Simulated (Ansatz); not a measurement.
# The 1T-CrO2 bilayer (AA) between two gates, part 2 of 3

How do the bands of the 1T-CrO2 bilayer (AA) follow a displacement field between two gates?

Ansatz 0.2.0; plane-wave DFT, PBE-D3(BJ), Ansatz PAW.

So far. Step 2 (Relaxing the slab): The lattice constant a goes from 2.784 to 2.881 Å.

### Step 3. Gated layer, displacement field 0

The slab is cut off from its images along the normal. Two sheets of opposite charge stand for the gates, so the stack stays neutral in a displacement field; barriers ahead of the sheets keep electrons from leaking to them. The uncharged case sets the zero.

The cell differs from the one that the last finished run ended in (c 45.381 → 43.645 Å).

Contents of input.yaml:

```yaml
crystal:
  lattice:
    - [2.8814207235, 0.0, 0.0]
    - [-1.4407103617, 2.4953835455, 0.0]
    - [0.0, 0.0, 43.6454398695]
  atoms:
    - { symbol: O, position: [0.6666666667, 0.3333333333, 0.4261613597], spin: -0.05 }
    - { symbol: Cr, position: [0.0, 0.0, 0.4479948768], spin: 1.74 }
    - { symbol: O, position: [0.3333333333, 0.6666666667, 0.4697879696], spin: -0.05 }
    - { symbol: O, position: [0.6666666667, 0.3333333333, 0.5302120304], spin: -0.05 }
    - { symbol: Cr, position: [0.0, 0.0, 0.5520051232], spin: 1.74 }
    - { symbol: O, position: [0.3333333333, 0.6666666667, 0.5738386403], spin: -0.05 }
  periodic: [true, true, false]
  symmetry: { detect: true }
magnetization:
  spin_polarized: true
kpoints:
  mp_grid: { grid: [30, 30, 1] }
  band_path:
    path: [[0, 0, 0], [0.5, 0, 0], [0.33333333, 0.33333333, 0], [0, 0, 0]]
    npoints: 16
hamiltonian:
  xc: pbe
  dispersion: d3bj
scf:
  occupations: { method: fermi_dirac, width: 0.02585 }
  convergence: { dr2_threshold: 1.0e-10 }
output:
  forces: true
  eigenvalues: true
  dos: { projected: true, e_range: [-3, 3], de: 0.01 }
  write_potential: true
  write_density: true
  volumetric_format: npy
  elf: true
external_charges:
  - { charge: 0, barrier: 10, axis: 3, height: 27.545, sigma: 0.25 }
  - { charge: 0, barrier: 10, axis: 3, height: 16.1, sigma: 0.25 }
```

Command:

```sh
ansatz run input.yaml --threads 4 --pin off --max-ram 6144MiB --backend cpu --events-out ev --progress --plain --runs-dir out
```

Numbers of over 12 decimals in the logs are rounded to 6 here.

The program printed:

```text
[...]
Crystal: 6 atoms, lattice volume = 313.822 Å³
Basis set: ecut = 420 eV, 6121 PW (Γ), exchange–correlation on 40×40×600 points (8 copies of the dense FFT grid, shifted against one another)
Bands: 34, of which v1, the nominal top of the filled ones, is band 26 counted from 1 (25 counted from 0)
Symmetry: 6 space group operations
k-points: 91 of 900 (time reversal used)
[...]
Starting moments: Σ|m| = 3.68 μB on 6 of 6 sites
[...]
SCF iter   1: F=—  HF=-9017.774713 eV  |F-HF|=—  |Δ(HF+E_count)|=         —  Δρ=4.85e-2 (↑3.89e-2 ↓4.85e-2)  dr2=2.29e1  dr2_m=4.18e-1  M=4.000 μB ∫|m|=4.035 μB  β_m=0.30  ethr=3.10e-3  ⟨swp⟩=19.0  Hψ=50751  notcnv=0
[...]
SCF iter  19: F=-9026.590970 eV  HF=-9026.590970 eV  |F-HF|=1.16e-10  |Δ(HF+E_count)|=  1.13e-10  Δρ=1.95e-8 (↑1.95e-8 ↓1.63e-8)  dr2=3.70e-12  dr2_m=3.76e-13  M=4.000 μB ∫|m|=4.470 μB  ethr=1.00e-12  ⟨swp⟩=14.3  Hψ=50002  notcnv=0
SCF 1 converged in 19 iterations: F = -9026.590970 eV  dr2 = 3.70e-12
[...]
NSCF: frozen V_eff on 49 k-points
SCF converged after 19 iterations
Magnetization: 4.0000 μB (28.0000 up, 24.0000 down)
Absolute magnetization: 4.4702 μB (∫|ρ↑−ρ↓|, with the PAW one-centre terms)
[...]
Per-site moments (μB) at R_I (Å): [(-0.048277, 0.790840), (1.735434, 0.790479), (-0.051747, 0.790479), (-0.051746, 0.790479), (1.735434, 0.790479), (-0.048277, 0.790840)]
Free energy (F): -9026.590970 eV
[...]
Internal energy: -9026.583041 eV  (E = F + TS)
E sigma→0 (E₀):  -9026.587006 eV
Entropy (-TS):   -0.007929 eV (-1.321 meV/atom)
Fermi energy:    -6.954519 eV
[...]
--- Forces (eV/Å), atoms and charges each counted from 1 ---
  atom   1  O      0.00000000    -0.00000000     0.01371712
  atom   2  Cr    -0.00000000     0.00000000     0.00097697
  atom   3  O     -0.00000000     0.00000000     0.00338170
  atom   4  O      0.00000000    -0.00000000    -0.00338325
  atom   5  Cr     0.00000000    -0.00000000    -0.00098281
  atom   6  O     -0.00000000     0.00000000    -0.01373788
  external charge   1     0.00000000     0.00000000     0.01768418
  external charge   2     0.00000000     0.00000000    -0.01765595
  max |Σ_I F_I| component, the external charges' with the atoms': 6.84e-8 eV/Å
--- Band table (eV; the first three rows and the last of 182) ---
  k-point 0 ↑: bands = [... 22 lower, -8.6188, -8.6188, -8.2717, -8.2717, -8.2669, -8.2669, -6.2918, -6.1753, ... 4 higher]
  k-point 1 ↑: bands = [... 22 lower, -8.7440, -8.6641, -8.1624, -8.1529, -8.1444, -8.1441, -6.2922, -6.1737, ... 4 higher]
  k-point 2 ↑: bands = [... 22 lower, -8.9608, -8.6208, -8.0015, -7.9678, -7.9480, -7.9397, -6.2952, -6.1713, ... 4 higher]
  k-point 90 ↓: bands = [... 22 lower, -10.0137, -9.8458, -5.6931, -5.6410, -4.7007, -4.7007, -4.6894, -4.6894, ... 4 higher]
```

Run time: 60 s. Hardware: 4 threads of Intel Xeon 6975P-C (Granite Rapids), shared host; peak memory 2.2 GiB; 3.9 min of CPU time.

The column dr2 measures how far the density is from self-consistency, as an energy; F and HF (Harris–Foulkes) agree once it is small.

This step gave:

```yaml
energy_at_zero_smearing: -9026.5870 eV
site_moments: -0.04828, 1.735, -0.05175, -0.05175, 1.735, -0.04828 μB
potential_beyond_the_upper_barrier_and_gate_less_the_barrier_from_the_fermi_level: 6.954 eV
```

Running mean over a fixed 2.8 Å (it still follows the layers) of the planar mean; beyond a gate it holds the 10 eV model barrier. The electron's electrostatic potential energy less the Fermi level by z:

z (Å), electron's electrostatic potential energy less the Fermi level (eV) and a bar from the least value:
```
        4       17.0 ##############################
        5       17.0 ##############################
        6       17.0 ##############################
        7       17.0 ##############################
        8       17.0 ##############################
        9       17.0 ##############################
       10       17.0 ##############################
       11       17.0 ##############################
       12       17.0 ##############################
       13       17.0 ##############################
       14       17.0 ##############################
       15       15.9 #############################
       16       12.3 #########################
       17        7.4 ###################
       18       -0.6 ##########
       19       -7.6 ##
       20       -8.2 #
       21       -1.6 #########
       22        1.4 ############
       23       -4.1 ######
       24       -9.5 
       25       -5.3 #####
       26        2.1 #############
       27        9.6 ######################
       28       13.6 ##########################
       29       16.7 ##############################
       30       17.0 ##############################
       31       17.0 ##############################
       32       17.0 ##############################
       33       17.0 ##############################
       34       17.0 ##############################
       35       17.0 ##############################
       36       17.0 ##############################
       37       17.0 ##############################
       38       17.0 ##############################
       39       17.0 ##############################
       40       17.0 ##############################
```

The density of states has structure finer than the step of the table below, so its rows give means over 0.1 eV, whole bins alone (the curve runs from -3 to 2 eV). Peaks (eV: height): total -2.53: 5.69, -1.66: 5.44, -1.49: 5.25, -0.51: 11.6, 0.25: 5.91, 0.78: 4.45, 1.34: 7.77; up -2.49: 2.99, -1.66: 2.98, -0.51: 11.6, 0.25: 5.91, 0.66: 3.17, 0.78: 4.45; down -2.53: 3.97, -1.49: 3.60, 1.34: 7.77.

Table of density of states by energy, zero at the Fermi level; means over each step; values in states/eV a cell:

```csv
energy (eV),total,up,down
-2.9,2.35,0.917,1.43
-2.8,2.41,1.04,1.36
-2.7,2.53,1.16,1.38
-2.6,2.96,1.37,1.59
-2.5,4.69,2.09,2.60
-2.4,4.00,1.86,2.14
-2.3,3.28,1.46,1.82
-2.2,4.05,1.70,2.35
-2.1,3.68,1.91,1.77
-2.0,3.58,1.59,1.99
-1.9,3.41,1.45,1.95
-1.8,3.62,1.50,2.12
-1.7,4.69,2.03,2.66
-1.6,3.18,1.97,1.21
-1.5,3.43,1.51,1.93
-1.4,0.692,0.692,0
-1.3,0.0412,0.0412,0
-1.2,0.193,0.193,0
-1.1,0.295,0.295,0
-1.0,1.11,1.11,0
-0.9,1.59,1.59,0
-0.8,2.61,2.61,0
-0.7,3.76,3.76,0
-0.6,5.11,5.11,0
-0.5,8.62,8.62,0
-0.4,4.30,4.30,0
-0.3,3.76,3.76,0
-0.2,3.75,3.75,0
-0.1,2.84,2.84,0
0.0,3.80,3.80,0
0.1,3.42,3.42,0
0.2,4.91,4.91,0
0.3,3.92,3.92,0
0.4,1.35,1.35,0
0.5,1.16,1.16,0
0.6,1.54,1.54,0
0.7,1.20,1.20,0
0.8,0.999,0.999,0
0.9,0,0,0
1.0,0,0,0
1.1,0.550,0,0.550
1.2,1.11,0,1.11
1.3,4.90,0,4.90
1.4,6.39,0,6.39
1.5,4.64,0,4.64
1.6,3.32,0,3.32
1.7,2.50,0,2.50
1.8,1.03,0,1.03
1.9,1.49,0,1.49
```

Projected DOS per atom over height of the atomic layer and energy from the Fermi level. Layers: O Cr O O Cr O from below.

Ten even steps from '0' (0.00 states/eV) to '9' (2.45 states/eV), each cell a mean:
```
040040
040040
090090
030030
000000
010010
010010
141141
141141
141141
181181
181181
030030
010010
000000
202202
403304
303303
303303
303303
202202
202202
```
Columns: height of the atomic layer (Å) from 18.6 to 25.0 (not evenly spaced); rows upwards: energy from the Fermi level (eV) from -2.98 to 1.97.

Projected DOS per atom, spin up over height of the atomic layer and energy from the Fermi level. Layers: O Cr O O Cr O from below.

Ten even steps from '0' (0.00 states/eV) to '9' (2.12 states/eV), each cell a mean:
```
000000
000000
000000
000000
000000
010010
010010
151151
151151
151151
191191
191191
040040
010010
000000
101101
101101
101101
101101
101101
101101
000000
```
Columns: height of the atomic layer (Å) from 18.6 to 25.0 (not evenly spaced); rows upwards: energy from the Fermi level (eV) from -2.98 to 1.97.

Projected DOS per atom, spin down over height of the atomic layer and energy from the Fermi level. Layers: O Cr O O Cr O from below.

Ten even steps from '_' (0.00 states/eV) to '@' (2.45 states/eV), each cell a mean:
```
__==____==__
__==____==__
__@@____@@__
__--____--__
____________
____________
____________
____________
____________
____________
____________
____________
____________
____________
____________
..__....__..
::__::::__::
..__....__..
..__....__..
::__::::__::
..__....__..
..__....__..
```
Columns: height of the atomic layer (Å) from 18.6 to 25.0 (not evenly spaced); rows upwards: energy from the Fermi level (eV) from -2.98 to 1.97.

Deep bands are left out, so band numbers here count from the lowest band kept and differ from the log's. The electronic bands at the labelled points (eV, zero at the Fermi level; # counts the bands kept):

```csv
point,up #15,up #16,up #17,up #18,down #13,down #14,down #15,down #16
Γ,-1.31,-1.31,0.66,0.78,1.07,1.07,1.07,1.07
halfway,-0.24,-0.23,0.41,0.52,1.41,1.44,1.90,1.91
M,-0.58,-0.58,-0.08,-0.04,1.23,1.24,1.97,1.97
halfway,-0.29,-0.28,0.13,0.21,1.34,1.35,2.05,2.06
K,0.13,0.13,0.18,0.18,1.26,1.31,2.25,2.25
halfway,0.04,0.14,0.24,0.32,1.71,1.73,1.88,1.93
Γ,-1.31,-1.31,0.66,0.78,1.07,1.07,1.07,1.07
```

Spin density in the ca plane at fractional y = 0.000, with atoms of Cr within 0.2 Å of it.

Ten even steps from '0' (0.0 e/Å³) to '9' (2.9 e/Å³), each cell a mean:
```
00000000000000000000002662000000001474100000
00000000000000000000000110000000000111000000
00000000000000000000000000000000000000000000
00000000000000000000000000000000000000000000
00000000000000000000000000000000000000000000
00000000000000000000000000000000000000000000
00000000000000000000001331000000000242000000
00000000000000000000003883000000001596100000
```
Columns run along c (16.0 Å, from fractional 0.25 to 0.62 of the cell), rows up along a (2.9 Å). Atoms in or near the plane, at fractional coordinates: Cr at (0.45, 0.00), Cr at (0.55, 0.00).

ELF in the ca plane at fractional y = 0.000, with atoms of Cr within 0.2 Å of it. It is the smooth field of the valence electrons, not physical close to the nuclei.

Values, 5 rows by 16 columns, each cell a mean:
```
0.00 0.00 0.00 0.00 0.00 0.00 0.02 0.11 0.67 0.31 0.05 0.05 0.31 0.67 0.11 0.02
0.00 0.00 0.00 0.00 0.00 0.00 0.11 0.45 0.20 0.37 0.21 0.21 0.37 0.20 0.45 0.11
0.00 0.00 0.00 0.00 0.00 0.00 0.18 0.63 0.26 0.56 0.31 0.31 0.56 0.26 0.63 0.18
0.00 0.00 0.00 0.00 0.00 0.00 0.06 0.29 0.28 0.27 0.14 0.14 0.27 0.28 0.29 0.06
0.00 0.00 0.00 0.00 0.00 0.00 0.01 0.10 0.80 0.38 0.03 0.03 0.38 0.80 0.10 0.01
```
Columns run along c (16.0 Å, from fractional 0.25 to 0.62 of the cell), rows up along a (2.9 Å). Atoms in or near the plane, at fractional coordinates: Cr at (0.45, 0.00), Cr at (0.55, 0.00).

Valence density in the ca plane at fractional y = 0.000, with atoms of Cr within 0.2 Å of it. It is the smooth field of the valence electrons, not physical close to the nuclei.

Ten steps, logarithmic in the rise over the least value, from '0' (0 e/Å³) to '9' (19 e/Å³), each cell a mean:
```
00000000000000000000126986210000014898410000
00000000000000000000124654210000012565211000
00000000000000000001222222221000122222221000
00000000000000000001232222321000122222221000
00000000000000000001222222221000122222221000
00000000000000000000123443210000122343221000
00000000000000000000125775210000013687310000
00000000000000000000127997300000015898510000
```
Columns run along c (16.0 Å, from fractional 0.25 to 0.62 of the cell), rows up along a (2.9 Å). Atoms in or near the plane, at fractional coordinates: Cr at (0.45, 0.00), Cr at (0.55, 0.00).

There is no gap.

### Step 4. Gated layer, displacement field 1.81 V/nm

input.yaml, as its differences from that of step 3:

```diff
@@ -30,3 +30,2 @@
   eigenvalues: true
-  dos: { projected: true, e_range: [-3, 3], de: 0.01 }
   write_potential: true
@@ -34,5 +33,6 @@
   volumetric_format: npy
-  elf: true
 external_charges:
   - { charge: 0, barrier: 10, axis: 3, height: 27.545, sigma: 0.25 }
+  - { charge: -0.00719, axis: 3, height: 29.045, sigma: 0.33 }
   - { charge: 0, barrier: 10, axis: 3, height: 16.1, sigma: 0.25 }
+  - { charge: 0.00719, axis: 3, height: 14.6, sigma: 0.33 }
```

The program printed:

```text
[...]
Crystal: 6 atoms, lattice volume = 313.822 Å³
Basis set: ecut = 420 eV, 6121 PW (Γ), exchange–correlation on 40×40×600 points (8 copies of the dense FFT grid, shifted against one another)
Bands: 34, of which v1, the nominal top of the filled ones, is band 26 counted from 1 (25 counted from 0)
Symmetry: 6 space group operations
k-points: 91 of 900 (time reversal used)
[...]
Starting moments: Σ|m| = 3.68 μB on 6 of 6 sites
[...]
SCF iter   1: F=—  HF=-9017.759324 eV  |F-HF|=—  |Δ(HF+E_count)|=         —  Δρ=4.85e-2 (↑3.89e-2 ↓4.85e-2)  dr2=2.29e1  dr2_m=4.19e-1  M=4.000 μB ∫|m|=4.035 μB  β_m=0.30  ethr=3.10e-3  ⟨swp⟩=19.9  Hψ=50125  notcnv=0
[...]
SCF iter  20: F=-9026.586711 eV  HF=-9026.586711 eV  |F-HF|=5.82e-11  |Δ(HF+E_count)|=  1.09e-10  Δρ=4.80e-8 (↑4.80e-8 ↓1.97e-8)  dr2=4.06e-11  dr2_m=8.78e-13  M=4.000 μB ∫|m|=4.470 μB  ethr=1.00e-12  ⟨swp⟩=14.5  Hψ=50108  notcnv=0
SCF 1 converged in 20 iterations: F = -9026.586711 eV  dr2 = 4.06e-11
[...]
SCF converged after 20 iterations
Magnetization: 4.0000 μB (28.0000 up, 24.0000 down)
Absolute magnetization: 4.4703 μB (∫|ρ↑−ρ↓|, with the PAW one-centre terms)
[...]
Per-site moments (μB) at R_I (Å): [(-0.046510, 0.790840), (1.739312, 0.790479), (-0.051632, 0.790479), (-0.051859, 0.790479), (1.731576, 0.790479), (-0.050071, 0.790840)]
Free energy (F): -9026.586711 eV
[...]
Internal energy: -9026.578783 eV  (E = F + TS)
E sigma→0 (E₀):  -9026.582747 eV
Entropy (-TS):   -0.007928 eV (-1.321 meV/atom)
Fermi energy:    -6.955092 eV
[...]
--- Forces (eV/Å), atoms and charges each counted from 1 ---
  atom   1  O      0.00000000    -0.00000000    -0.02967839
  atom   2  Cr    -0.00000000     0.00000000     0.05636610
  atom   3  O     -0.00000000     0.00000000    -0.00831384
  atom   4  O      0.00000000    -0.00000000    -0.01497445
  atom   5  Cr    -0.00000000    -0.00000000     0.05456159
  atom   6  O     -0.00000000     0.00000000    -0.05614853
  external charge   1     0.00000000     0.00000000     0.01679201
  external charge   2     0.00000000     0.00000000    -0.00065118
  external charge   3     0.00000000     0.00000000    -0.01860313
  external charge   4     0.00000000     0.00000000     0.00064979
  max |Σ_I F_I| component, the external charges' with the atoms': 3.25e-8 eV/Å
--- Band table (eV; the first three rows and the last of 182) ---
  k-point 0 ↑: bands = [... 22 lower, -8.6173, -8.6173, -8.2731, -8.2731, -8.2666, -8.2666, -6.2926, -6.1756, ... 4 higher]
  k-point 1 ↑: bands = [... 22 lower, -8.7430, -8.6644, -8.1635, -8.1545, -8.1444, -8.1436, -6.2931, -6.1740, ... 4 higher]
  k-point 2 ↑: bands = [... 22 lower, -8.9601, -8.6210, -8.0025, -7.9680, -7.9500, -7.9388, -6.2960, -6.1716, ... 4 higher]
  k-point 90 ↓: bands = [... 22 lower, -10.0147, -9.8459, -5.6937, -5.6416, -4.7033, -4.7008, -4.6896, -4.6886, ... 4 higher]
```

The job ended after 60 s (4 threads; peak memory 2.1 GiB; 3.9 min of CPU time).

Numbers from this step:

- energy at zero smearing: -9026.5827 eV
- site moments: -0.04651, 1.739, -0.05163, -0.05186, 1.732, -0.05007 μB
- potential beyond the upper barrier and gate, less the barrier, from the Fermi level: 7.581 eV

Deep bands are left out, so band numbers here count from the lowest band kept and differ from the log's. Electronic bands along the path, in eV, zero at the Fermi level; # counts the bands kept:

```csv
point,up #15,up #16,up #17,up #18,down #13,down #14,down #15,down #16
Γ,-1.31,-1.31,0.66,0.78,1.06,1.06,1.07,1.07
halfway,-0.24,-0.23,0.41,0.52,1.41,1.44,1.90,1.91
M,-0.58,-0.58,-0.08,-0.04,1.23,1.24,1.96,1.97
halfway,-0.30,-0.28,0.13,0.21,1.34,1.35,2.05,2.06
K,0.13,0.13,0.17,0.18,1.26,1.31,2.25,2.25
halfway,0.03,0.14,0.24,0.32,1.71,1.73,1.88,1.93
Γ,-1.31,-1.31,0.66,0.78,1.06,1.06,1.07,1.07
```

Site moment by atom:

```csv
atom,site moment (μB)
O1,-0.05
Cr2,1.74
O3,-0.05
O4,-0.05
Cr5,1.73
O6,-0.05
```

Force by atom:

```csv
atom,x (eV/Å),y (eV/Å),z (eV/Å),size
O1,0.0000,0.0000,-0.0297,0.0297
Cr2,0.0000,0.0000,0.0564,0.0564
O3,0.0000,0.0000,-0.0083,0.0083
O4,0.0000,0.0000,-0.0150,0.0150
Cr5,0.0000,0.0000,0.0546,0.0546
O6,0.0000,0.0000,-0.0561,0.0561
```

There is no gap.

Of the bands kept, 4 cross the Fermi level on this path, both spins counted.

### Step 5. Gated layer, displacement field -1.81 V/nm

input.yaml, as its differences from that of step 4:

```diff
@@ -35,4 +35,4 @@
   - { charge: 0, barrier: 10, axis: 3, height: 27.545, sigma: 0.25 }
-  - { charge: -0.00719, axis: 3, height: 29.045, sigma: 0.33 }
+  - { charge: 0.00719, axis: 3, height: 29.045, sigma: 0.33 }
   - { charge: 0, barrier: 10, axis: 3, height: 16.1, sigma: 0.25 }
-  - { charge: 0.00719, axis: 3, height: 14.6, sigma: 0.33 }
+  - { charge: -0.00719, axis: 3, height: 14.6, sigma: 0.33 }
```

The program printed:

```text
[...]
Crystal: 6 atoms, lattice volume = 313.822 Å³
Basis set: ecut = 420 eV, 6121 PW (Γ), exchange–correlation on 40×40×600 points (8 copies of the dense FFT grid, shifted against one another)
Bands: 34, of which v1, the nominal top of the filled ones, is band 26 counted from 1 (25 counted from 0)
Symmetry: 6 space group operations
k-points: 91 of 900 (time reversal used)
[...]
k-point 0 ↑: bands = [... 22 lower, -8.6174, -8.6174, -8.2732, -8.2732, -8.2667, -8.2667, -6.2927, -6.1756, ... 4 higher]
  k-point 1 ↑: bands = [... 22 lower, -8.7431, -8.6644, -8.1636, -8.1546, -8.1445, -8.1436, -6.2931, -6.1741, ... 4 higher]
  k-point 2 ↑: bands = [... 22 lower, -8.9602, -8.6211, -8.0026, -7.9680, -7.9501, -7.9389, -6.2961, -6.1717, ... 4 higher]
  k-point 90 ↓: bands = [... 22 lower, -10.0148, -9.8460, -5.6937, -5.6416, -4.7034, -4.7009, -4.6897, -4.6887, ... 4 higher]
[key lines of the parts left out:]
SCF converged after 20 iterations
Magnetization: 4.0000 μB (28.0000 up, 24.0000 down)
Free energy (F): -9026.586710 eV
Fermi energy:    -6.955168 eV
```

Elapsed: 60 s, on 4 threads; peak memory 2.2 GiB.

There is no gap.

(Part 2 of 3 ends here.)

[Logs are printed without paths, hosts, clocks, repeated set-up lines and the standing remarks that a program may print on its own settings, such as how far it seeks lower states.]

[Hosts, paths, dates, database ids (printed as entryN), source tags and the programs' standing remarks are cut or masked in the printed files.]

[Maps of the electrostatic potential energy from Ansatz leave out the sawtooth potential of an applied field or a dipole correction, so their vacuum need not be flat; planar profiles and work functions include it.]
